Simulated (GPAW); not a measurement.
# Au (Fm-3m) in GPAW: a series of runs, part 2 of 2

GPAW 26.7.0. Earlier steps stand in the parts before.

### Step 3. Relaxation of cell and atoms, revPBE+D4

Contents of run.py:

```python
from ase.calculators.mixing import SumCalculator
from ase.filters import FrechetCellFilter
from ase.io import read, write
from ase.optimize import LBFGS
from dftd4.ase import DFTD4
from gpaw import GPAW, PW

atoms = read('POSCAR')

calc = GPAW(mode=PW(600),
            xc='revPBE',
            kpts={'size': (11, 11, 11), 'gamma': True},
            occupations={'name': 'fermi-dirac', 'width': 0.05},
            nbands=14,
            convergence={'density': 1e-05, 'forces': 0.0001},
            maxiter=150,
            txt='gpaw.txt')
atoms.calc = SumCalculator([calc, DFTD4(method='revpbe')])
opt = LBFGS(FrechetCellFilter(atoms), trajectory='relax.traj', logfile='-')
done = opt.run(fmax=0.02, steps=40)
calc.write('gs.gpw')
write('result.traj', atoms)
print('Converged:', done)
print('Cell:', atoms.cell.cellpar().round(4))
print('Volume:', round(atoms.get_volume(), 4))
print(atoms.get_scaled_positions().round(5))
```

Contents of POSCAR:

```
Au
1.0
    0.0000000000      2.0350000000      2.0350000000
    2.0350000000      0.0000000000      2.0350000000
    2.0350000000      2.0350000000      0.0000000000
Au
1
Direct
    0.0000000000      0.0000000000      0.0000000000
```

Potentials or basis: the program's PAW data sets (release 1.2.1) made for this functional, pw.

The run is started by

```bash
> OMP_NUM_THREADS=1 python run.py
```

gpaw.txt:

```text
__  _  _
 | _ |_)|_||  |
 |__||  | ||/\| - 26.7.0

Input parameters:
  mode=PW(ecut=600.0),
  convergence={'density': 1e-05, 'forces': 0.0001},
  kpts=MonkhorstPack(size=(11, 11, 11), gamma=True),
  maxiter=150,
  nbands=14,
  occupations=Occupations(name='fermi-dirac', width=0.05),
  xc=XC(name='revPBE')

Diagonalizing LCAO Hamiltonian
Converting LCAO to pw mode

       Au

Atoms  # Å, Bohr magnetons
|   | symbol |        x |        y |        z |    initial magnetic moments |
|---|--------|----------|----------|----------|-----------------------------|
| 0 |     Au | 0.000000 | 0.000000 | 0.000000 | ( 0.0000,  0.0000,  0.0000) |

Unit cell  # Å
| periodic |        x |        y |        z |  lengths |    angles |
|----------|----------|----------|----------|----------|-----------|
|      yes | 0.000000 | 2.035000 | 2.035000 | 2.877925 | 60.000000 |
|      yes | 2.035000 | 0.000000 | 2.035000 | 2.877925 | 60.000000 |
|      yes | 2.035000 | 2.035000 | 0.000000 | 2.877925 | 60.000000 |

Number of symmetries: 48
Symmetry operations  # r_c * U_cc + t_c -> r_c
|    | kind |            matrix            |
|----|------|------------------------------|
|  0 |  σ   |  1, 0, 0,  1, 0,-1,  1,-1, 0 |
|  1 |  C2  |  1, 0, 0,  1,-1, 0,  1, 0,-1 |
|  2 |  E   |  1, 0, 0,  0, 1, 0,  0, 0, 1 |
|  3 |  σ   |  1, 0, 0,  0, 0, 1,  0, 1, 0 |
|  4 |  C4  |  1, 0,-1,  1, 0, 0,  1,-1, 0 |
|  5 |  S6  |  1, 0,-1,  1,-1, 0,  1, 0, 0 |
|  6 |  σ   |  1, 0,-1,  0, 1,-1,  0, 0,-1 |
|  7 |  C3  |  1, 0,-1,  0, 0,-1,  0, 1,-1 |
|  8 |  S6  |  1,-1, 0,  1, 0, 0,  1, 0,-1 |
|  9 |  C4  |  1,-1, 0,  1, 0,-1,  1, 0, 0 |
| 10 |  C3  |  1,-1, 0,  0,-1, 1,  0,-1, 0 |
| 11 |  σ   |  1,-1, 0,  0,-1, 0,  0,-1, 1 |
| 12 |  σ   |  0, 1, 0,  1, 0, 0,  0, 0, 1 |
| 13 |  C4  |  0, 1, 0,  0, 1,-1, -1, 1, 0 |
[... 196 lines left out ...]
Stress tensor  # eV/Ang^3
|         x |         y |         z |
|-----------|-----------|-----------|
| -0.100324 | -0.000000 | -0.000000 |
| -0.000000 | -0.100324 |  0.000000 |
| -0.000000 |  0.000000 | -0.100324 |

Forces  # eV/Ang
|        x |       y |       z |
|----------|---------|---------|
| -0.00000 | 0.00000 | 0.00000 |  # Au   0

Interpolating wave functions to new cell

       Au

Atoms  # Å, Bohr magnetons
|   | symbol |         x |        y |        z |    initial magnetic moments |
|---|--------|-----------|----------|----------|-----------------------------|
| 0 |     Au | -0.000000 | 0.000000 | 0.000000 | ( 0.0000,  0.0000,  0.0000) |

Unit cell  # Å
| periodic |         x |         y |         z |  lengths |    angles |
|----------|-----------|-----------|-----------|----------|-----------|
|      yes | -0.000000 |  2.052662 |  2.052662 | 2.902903 | 60.000000 |
|      yes |  2.052662 | -0.000000 |  2.052662 | 2.902903 | 60.000000 |
|      yes |  2.052662 |  2.052662 | -0.000000 | 2.902903 | 60.000000 |

Number of symmetries: 48
Symmetry operations  # r_c * U_cc + t_c -> r_c
|    | kind |            matrix            |
|----|------|------------------------------|
|  0 |  σ   |  1, 0, 0,  1, 0,-1,  1,-1, 0 |
|  1 |  C2  |  1, 0, 0,  1,-1, 0,  1, 0,-1 |
|  2 |  E   |  1, 0, 0,  0, 1, 0,  0, 0, 1 |
|  3 |  σ   |  1, 0, 0,  0, 0, 1,  0, 1, 0 |
|  4 |  C4  |  1, 0,-1,  1, 0, 0,  1,-1, 0 |
|  5 |  S6  |  1, 0,-1,  1,-1, 0,  1, 0, 0 |
|  6 |  σ   |  1, 0,-1,  0, 1,-1,  0, 0,-1 |
|  7 |  C3  |  1, 0,-1,  0, 0,-1,  0, 1,-1 |
|  8 |  S6  |  1,-1, 0,  1, 0, 0,  1, 0,-1 |
|  9 |  C4  |  1,-1, 0,  1, 0,-1,  1, 0, 0 |
| 10 |  C3  |  1,-1, 0,  0,-1, 1,  0,-1, 0 |
| 11 |  σ   |  1,-1, 0,  0,-1, 0,  0,-1, 1 |
| 12 |  σ   |  0, 1, 0,  1, 0, 0,  0, 0, 1 |
| 13 |  C4  |  0, 1, 0,  0, 1,-1, -1, 1, 0 |
[... 144 lines left out ...]
SCF iterations
|iter     | |      energy | eigst |  dens |force |
|---------|-|-------------|-------|-------|------|
|iter:   1| |   -2.685426 | -1.62 |       |      |
|iter:   2| |   -2.678710 | -4.44 | -1.61 |      |
|iter:   3| |   -2.655585 | -3.31 | -1.66 |      |
|iter:   4| |   -2.656358 | -4.42 | -2.53 |      |
|iter:   5| |   -2.656799c| -4.12 | -2.82 |      |
|iter:   6| |   -2.656797c| -7.26 | -4.20 |      |
|iter:   7| |   -2.656797c| -7.70c| -4.49 |      |
|iter:   8| |   -2.656797c| -9.04c| -5.81c|      |
|iter:   9| |   -2.656797c| -9.75c| -6.28c|-24.83c|

Converged in 9 steps
Energy contributions relative to reference atoms: (reference = -516608.788256)

Energy contributions:
  Kinetic:          -5.707424
  Coulomb:           4.399495
  Zero:              0.148320
  External:          0.000000
  Xc:               -1.496591
  Entropy:          -0.001195
  Spinorbit:         0.000000
  ----------------------------
  Free energy:      -2.657394
  Extrapolated:     -2.656797
[... 25 lines left out ...]
Stress tensor  # eV/Ang^3
|         x |         y |         z |
|-----------|-----------|-----------|
| -0.067624 | -0.000000 |  0.000000 |
| -0.000000 | -0.067624 |  0.000000 |
|  0.000000 |  0.000000 | -0.067624 |

Forces  # eV/Ang
|       x |       y |       z |
|---------|---------|---------|
| 0.00000 | 0.00000 | 0.00000 |  # Au   0

Interpolating wave functions to new cell

       Au

Atoms  # Å, Bohr magnetons
|   | symbol |         x |        y |        z |    initial magnetic moments |
|---|--------|-----------|----------|----------|-----------------------------|
| 0 |     Au | -0.000000 | 0.000000 | 0.000000 | ( 0.0000,  0.0000,  0.0000) |

Unit cell  # Å
| periodic |         x |        y |         z |  lengths |    angles |
|----------|-----------|----------|-----------|----------|-----------|
|      yes | -0.000000 | 2.056661 |  2.056661 | 2.908558 | 60.000000 |
|      yes |  2.056661 | 0.000000 |  2.056661 | 2.908558 | 60.000000 |
|      yes |  2.056661 | 2.056661 | -0.000000 | 2.908558 | 60.000000 |

Number of symmetries: 48
Symmetry operations  # r_c * U_cc + t_c -> r_c
|    | kind |            matrix            |
|----|------|------------------------------|
|  0 |  σ   |  1, 0, 0,  1, 0,-1,  1,-1, 0 |
|  1 |  C2  |  1, 0, 0,  1,-1, 0,  1, 0,-1 |
|  2 |  E   |  1, 0, 0,  0, 1, 0,  0, 0, 1 |
|  3 |  σ   |  1, 0, 0,  0, 0, 1,  0, 1, 0 |
|  4 |  C4  |  1, 0,-1,  1, 0, 0,  1,-1, 0 |
|  5 |  S6  |  1, 0,-1,  1,-1, 0,  1, 0, 0 |
|  6 |  σ   |  1, 0,-1,  0, 1,-1,  0, 0,-1 |
|  7 |  C3  |  1, 0,-1,  0, 0,-1,  0, 1,-1 |
|  8 |  S6  |  1,-1, 0,  1, 0, 0,  1, 0,-1 |
|  9 |  C4  |  1,-1, 0,  1, 0,-1,  1, 0, 0 |
| 10 |  C3  |  1,-1, 0,  0,-1, 1,  0,-1, 0 |
| 11 |  σ   |  1,-1, 0,  0,-1, 0,  0,-1, 1 |
| 12 |  σ   |  0, 1, 0,  1, 0, 0,  0, 0, 1 |
| 13 |  C4  |  0, 1, 0,  0, 1,-1, -1, 1, 0 |
[... 144 lines left out ...]
SCF iterations
|iter     | |      energy | eigst |  dens |force |
|---------|-|-------------|-------|-------|------|
|iter:   1| |   -2.664885 | -2.83 |       |      |
|iter:   2| |   -2.664530 | -5.71 | -2.25 |      |
|iter:   3| |   -2.663305c| -4.58 | -2.30 |      |
|iter:   4| |   -2.663344c| -5.71 | -3.18 |      |
|iter:   5| |   -2.663369c| -5.41 | -3.47 |      |
|iter:   6| |   -2.663369c| -7.87c| -4.80 |      |
|iter:   7| |   -2.663369c| -8.14c| -5.13c|      |
|iter:   8| |   -2.663369c| -8.81c| -6.24c|-24.79c|

Converged in 8 steps
Energy contributions relative to reference atoms: (reference = -516608.788256)

Energy contributions:
  Kinetic:          -6.189953
  Coulomb:           4.811098
  Zero:              0.147126
  External:          0.000000
  Xc:               -1.431072
  Entropy:          -0.001137
  Spinorbit:         0.000000
  ----------------------------
  Free energy:      -2.663937
  Extrapolated:     -2.663369
[... 25 lines left out ...]
Stress tensor  # eV/Ang^3
|         x |         y |         z |
|-----------|-----------|-----------|
| -0.060868 |  0.000000 | -0.000000 |
|  0.000000 | -0.060868 | -0.000000 |
| -0.000000 | -0.000000 | -0.060868 |

Forces  # eV/Ang
|       x |       y |       z |
|---------|---------|---------|
| 0.00000 | 0.00000 | 0.00000 |  # Au   0

# Writing to gs.gpw (mode='')
```

It took 34 s on 1 thread of Arm Neoverse V1, shared host; peak memory 0.16 GiB.

Results:

```
Free energy                            : -3.7608 eV
Relaxed volume                         : 17.40 Å³/atom
Relaxed cell                           : a = 2.909 Å, b = 2.909 Å, c = 2.909 Å, α = 60.00°, β = 60.00°, γ = 60.00°
Space group after relaxing (to 0.05 Å) : Fm-3m (No. 225)
Energy gained by relaxing              : 9.9 meV/atom
Ionic steps                            : 3
Pressure after relaxing                : 0.1 GPa
Band gap on the k mesh                 : none (metal or under the smearing width)
Dispersion energy per atom             : -1.097 eV
```

Step by step:
```
step  energy change (eV)  largest force (eV/Å)  pressure (GPa)  volume (Å³)
   1              0.0000                0.0000            5.75        16.85
   2             -0.0095                0.0000            1.03        17.30
   3             -0.0099                0.0000            0.06        17.40
```

Final structure:
```cif
data_structure
_symmetry_space_group_name_H-M 'P 1'
_symmetry_Int_Tables_number 1
_cell_length_a 2.9086
_cell_length_b 2.9086
_cell_length_c 2.9086
_cell_angle_alpha 60.000
_cell_angle_beta 60.000
_cell_angle_gamma 60.000
_cell_volume 17.40
loop_
_atom_site_label
_atom_site_type_symbol
_atom_site_fract_x
_atom_site_fract_y
_atom_site_fract_z
_atom_site_occupancy
Au1 Au 0.00000 0.00000 0.00000 1
```

Caveat: with this Au data set, volumes or pressures lay over 1.5 % or 2 GPa off other programs in two to four cells of ten; later steps reuse the first step's grids; pairwise dispersion overbinds metals, which lowers pressure and volume. Zero-point motion and thermal expansion aren't in these numbers.

### Step 4. Relaxation of cell and atoms, BLYP+D3(BJ)

Contents of run.py:

```python
from ase.calculators.mixing import SumCalculator
from ase.filters import FrechetCellFilter
from ase.io import read, write
from ase.optimize import BFGS
from dftd3.ase import DFTD3
from gpaw import GPAW, PW, setup_paths

setup_paths.insert(0, '.')

atoms = read('POSCAR')

calc = GPAW(mode=PW(600),
            xc='BLYP',
            kpts={'size': (11, 11, 11), 'gamma': True},
            occupations={'name': 'fermi-dirac', 'width': 0.05},
            nbands=14,
            convergence={'density': 1e-05, 'forces': 0.0001},
            eigensolver='davidson',
            maxiter=150,
            txt='gpaw.txt')
atoms.calc = SumCalculator([calc, DFTD3(method='blyp', damping='d3bj')])
opt = BFGS(FrechetCellFilter(atoms), trajectory='relax.traj', logfile='-')
done = opt.run(fmax=0.02, steps=100)
calc.write('gs.gpw')
write('result.traj', atoms)
print('Converged:', done)
print('Cell:', atoms.cell.cellpar().round(4))
print('Volume:', round(atoms.get_volume(), 4))
print(atoms.get_scaled_positions().round(5))
```

POSCAR is that of step 3.

Potentials or basis: PAW data sets generated in the run's folder for this functional, pw.

The run is started by

```bash
> gpaw-setup -f BLYP Au
> OMP_NUM_THREADS=1 python run.py
```

It took 36 s on 1 thread of Arm Neoverse V1, shared host; peak memory 0.17 GiB.

It converged, with:

```
Free energy                            : -3.7865 eV
Relaxed volume                         : 17.81 Å³/atom
Relaxed cell                           : a = 2.931 Å, b = 2.931 Å, c = 2.931 Å, α = 60.00°, β = 60.00°, γ = 60.00°
Space group after relaxing (to 0.05 Å) : Fm-3m (No. 225)
Energy gained by relaxing              : 28.9 meV/atom
Ionic steps                            : 3
Pressure after relaxing                : 0.2 GPa
Band gap on the k mesh                 : none (metal or under the smearing width)
Dispersion energy per atom             : -1.468 eV
```

Step by step:
| step | energy change (eV) | largest force (eV/Å) | pressure (GPa) | volume (Å³) |
| --- | --- | --- | --- | --- |
| 1 | 0.0000 | 0.0000 | 10.01 | 16.85 |
| 2 | -0.0278 | 0.0000 | 1.70 | 17.63 |
| 3 | -0.0289 | 0.0000 | 0.17 | 17.81 |

Final structure:
```
CELL_PARAMETERS angstrom
0.00000 2.07260 2.07260
2.07260 0.00000 2.07260
2.07260 2.07260 0.00000
ATOMIC_POSITIONS crystal
Au 0.00000 0.00000 0.00000
```

Levels at points of the mesh, in eV from the Fermi level:
```csv
k point,band 2,band 3,band 4,band 5,band 6,band 7,band 8,band 9,band 10
"(0.00, 0.00, 0.00)",-4.67,-4.67,-4.67,-3.28,-3.28,16.12,19.32,19.32,19.32
```

Caveat: with this Au data set, volumes or pressures lay over 1.5 % or 2 GPa off other programs in two to four cells of ten; later steps reuse the first step's grids; pairwise dispersion overbinds metals, which lowers pressure and volume. Spin-orbit coupling is left out, which matters for the levels of Au.

### Step 5. The runs side by side

| level | potentials or basis | optimizer | fmax | max steps | eigensolver | gap on the mesh (eV) | pressure (GPa) | relaxed volume (Å³/atom) |
| --- | --- | --- | --- | --- | --- | --- | --- | --- |
| revPBE+D3(BJ) | the program's PAW data sets (release 1.2.1) made for this functional, pw | LBFGS | 0.01 eV/Å | 60 | - | none | 0.0 | 17.17 |
| revPBE+D4 | the program's PAW data sets (release 1.2.1) made for this functional, pw | LBFGS | 0.02 eV/Å | 40 | - | none | 0.1 | 17.40 |
| BLYP+D3(BJ) | PAW data sets generated in the run's folder for this functional, pw | BFGS | 0.02 eV/Å | 100 | davidson | none | 0.2 | 17.81 |

Alike in all rows: task relaxation of cell and atoms; no spin polarisation; cell relaxed; k mesh 11 × 11 × 11; cutoff (eV) 600; smearing fermi-dirac 0.05 eV.

Caveats: with this Au data set, volumes or pressures lay over 1.5 % or 2 GPa off other programs in two to four cells of ten; later steps reuse the first step's grids; pairwise dispersion overbinds metals, which lowers pressure and volume.

Total energies depend on the potentials used, so only differences within one code and one set of settings carry meaning.
